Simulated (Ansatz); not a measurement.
The system is PbS.

```
Pb S
1.0
     2.11266    1.21975    3.45192
    -2.11266    1.21975    3.45192
     0.00000   -2.43949    3.45192
Pb S
1 1
Direct
  0.98892 0.97674 0.98424
  0.49037 0.47636 0.46869
```

The cell is a database's computed one.

The cell isn't the ideal one: atoms moved at random, drawn with an rms of 0.05 Å.

A run of Ansatz 0.2.0 on this cell left the log below. Logs are shortened: lines on timing, memory, paths and dates and some standing lists are left out, and cuts for length are marked.

```text
Warning: RAYON_NUM_THREADS=2 ignored (pool sized by the plan → 2); use --threads N
Engine: ansatz 0.2.0, x86_64-unknown-linux-gnu
Pseudopotentials: kind: paw
Pseudopotential: Pb, paw, valence charge 14, recommended cutoff 420 eV (normal), Pb.paw.azcp
Pseudopotential: S, paw, valence charge 6, recommended cutoff 420 eV (normal), S.paw.azcp
Functional definition: PBE
  parameter kappa = 0.804
  parameter beta = 0.06672455060314922
  exchange = pbe_x(kappa = kappa, mu = beta*pi^2/3)
  correlation = pbe_c(beta = beta)
Crystal: 2 atoms, lattice volume = 53.372 Å³
Basis set: ecut = 420 eV, 1037 PW (Γ), exchange–correlation on 60×60×60 points (8 copies of the dense FFT grid, shifted against one another)
Bands: 14, of which v1, the nominal top of the filled ones, is band 10 counted from 1 (9 counted from 0)
Symmetry: 1 space group operations
Space group: P1 (ITA 1), of the structure as read, at distance tolerance 3.8e-5 Å
k-points: 260 of 512 (time reversal used)
Non-local potential: Pb, projectors of the file, l = 0: 2, l = 1: 2, l = 2: 2, l = 3: 2
Non-local potential: S, projectors of the file, l = 0: 2, l = 1: 2, l = 2: 2
PAW form: soft (Blöchl's): semilocal exchange-correlation on the pseudo side does not see the compensation charge
PAW one-centre angular grid: Pb, 590 points (default); XC on 64 Gauss nodes
PAW one-centre angular grid: S, 110 points (default); XC on 64 Gauss nodes
Initial density: superposition of atomic densities (neutral atoms: chi_scale 0, normalization atom), corrected by the library's trained network
Initial wavefunctions: pseudopotential atomic-orbital guess
Functional: x = pbe(κ = 0.804, μ = 0.2195149727645171), c = pbe(β = 0.06672455060314922)
SCF iter   1: F=—  HF=-12809.569814 eV  |F-HF|=—  |Δ(HF+E_count)|=         —  Δρ=9.49e-4  dr2=7.58e-4  ethr=1.77e-3  ⟨swp⟩=6.4  Hψ=21908  notcnv=0
preconditioner: auto → none  [insulator: Δε(μ)=0.454 eV  Ē_g=15.391 eV  σ=0.050 eV  W_gap=0.98  n_scr=14 (ndim 8)  ℏωp=22.7 eV  f_vac=0.001  D(μ)=0.01/eV (n_scr^D=0)  ε∞_Penn≈3.2]
SCF iter   2: F=—  HF=-12809.568597 eV  |F-HF|=—  |Δ(HF+E_count)|=   1.22e-3  Δρ=4.92e-4  dr2=1.42e-4  ethr=3.79e-6  ⟨swp⟩=2.2  Hψ=8371  notcnv=0
SCF iter   3: F=—  HF=-12809.568596 eV  |F-HF|=—  |Δ(HF+E_count)|=   1.10e-6  Δρ=1.77e-4  dr2=1.81e-5  ethr=7.10e-7  ⟨swp⟩=2.0  Hψ=5706  notcnv=0
SCF iter   4: F=—  HF=-12809.568604 eV  |F-HF|=—  |Δ(HF+E_count)|=   7.71e-6  Δρ=4.75e-5  dr2=1.16e-6  ethr=9.05e-8  ⟨swp⟩=2.0  Hψ=4683  notcnv=0
SCF iter   5: F=—  HF=-12809.568604 eV  |F-HF|=—  |Δ(HF+E_count)|=   7.27e-8  Δρ=1.26e-5  dr2=1.12e-7  ethr=5.78e-9  ⟨swp⟩=2.0  Hψ=6232  notcnv=0
SCF iter   6: F=-12809.568604 eV  HF=-12809.568604 eV  |F-HF|=5.84e-10  |Δ(HF+E_count)|=   2.51e-8  Δρ=3.38e-6  dr2=4.33e-9  ethr=5.00e-10  ⟨swp⟩=8.9  Hψ=24316  notcnv=0
SCF 1 converged in 6 iterations: F = -12809.568604 eV  dr2 = 4.33e-9
  greatest PAW one-centre occupation: 0.982 electrons in one spin orbital (limit 2), on the Pb atom at site 0 (counted from 0), in its partial waves of l = 2
SCF converged after 6 iterations
Free energy (F): -12809.568604 eV
Harris-Foulkes:  -12809.568604 eV  (|F-HF|=5.84e-10)
Internal energy: -12809.568525 eV  (E = F + TS)
E sigma→0 (E₀):  -12809.568565 eV
Entropy (-TS):   -0.000078 eV (-0.039 meV/atom)
Fermi energy:    8.297657 eV
--- Per-component energies (eV) ---
  E_band       = -60.849900
  E_kinetic    = 393.077054
  E_local      = -1238.570427  (includes V_loc(G=0)·N_el)
  E_nonlocal   = 378.491812
  E_hartree    = 480.833662
  E_xc         = -318.333276
  E_vxc        = -220.216820  (∫ρ·V_xc dr)
  E_paw        = -11003.332776  (= ΣΔE_a)
  E_vpaw       = -335.296737  (= ΣTr[D̂ρ^β])
  E_aug_tail   = 0.000049  (compensation charges beyond the density's cutoff)
  E_ewald      = -1501.734623
  E_smearing   = -0.000078  (= −TS)
  E_closure    = -0.000000  (closes the sum)
  Σ components = -12809.568604   (vs F -12809.568604, Δ=0.00e0)
--- Forces (eV/Å), atoms counted from 1 ---
  atom   1  Pb     0.00135147     0.01335807    -0.01680305
  atom   2  S     -0.00135185    -0.01336132     0.01680709
  max |Σ_I F_I| component: 4.04e-6 eV/Å
--- Stress (GPa, compression-positive) ---
        0.940671       0.005402      -0.007407
        0.005402       0.923189      -0.046645
       -0.007407      -0.046645       0.929066
  P = ⅓ Tr σ = 0.9310 GPa (9.310 kbar)
--- Band table (eV; the first three rows and the last of 260) ---
  k-point 0: bands = ["-8.6980", "-8.6976", "-8.6973", "-8.6817", "-8.6816", "-5.3050", "2.0309", "6.0257", "6.0309", "6.0358", "13.2090", "13.2134", "13.2449", "14.8550"]
  k-point 1: bands = ["-8.6972", "-8.6947", "-8.6947", "-8.6824", "-8.6824", "-5.1770", "1.6136", "6.0650", "6.0706", "6.3442", "12.0435", "12.4861", "12.4999", "14.8070"]
  k-point 2: bands = ["-8.6999", "-8.6996", "-8.6957", "-8.6725", "-8.6724", "-4.8226", "0.7032", "6.1764", "6.1831", "6.9611", "10.4559", "11.3192", "11.3306", "14.9759"]
  k-point 259: bands = ["-8.7128", "-8.7125", "-8.6944", "-8.6525", "-8.6524", "-4.1239", "-0.6094", "6.3932", "6.4039", "8.0473", "8.5499", "10.1085", "10.1198", "16.7148"]
```

**Question.** What input gives this log?

**Answer.** Single point with PBE, no spin polarisation. The files as run (others can give the same):

input.yaml
```yaml
crystal:
  lattice:
    - [2.1126617058, 1.2197458045, 3.4519162518]
    - [-2.1126617058, 1.2197458045, 3.4519162518]
    - [0.0, -2.4394916091, 3.4519162518]
  atoms:
    - { symbol: Pb, position: [0.988918, 0.976741, 0.984238] }
    - { symbol: S, position: [0.490373, 0.476362, 0.468687] }
hamiltonian:
  xc: pbe
  pseudopotentials: { kind: paw }
kpoints:
  mp_grid: { grid: [8, 8, 8] }
scf:
  occupations: { method: fermi_dirac, width: 0.05 }
output:
  forces: true
  stress: true
  eigenvalues: true
  write_density: true
  write_potential: true
  elf: true
  volumetric_format: npy
```

Potentials or basis: Ansatz PAW.
Run with:
```sh
$ ansatz run input.yaml --threads 2 --pin off --max-ram 5120MiB --backend cpu --events-out ev --progress --plain --runs-dir out
```

Caveat: spin-orbit coupling is left out, which as a rule narrows the gap of such compounds by several tenths of an eV.
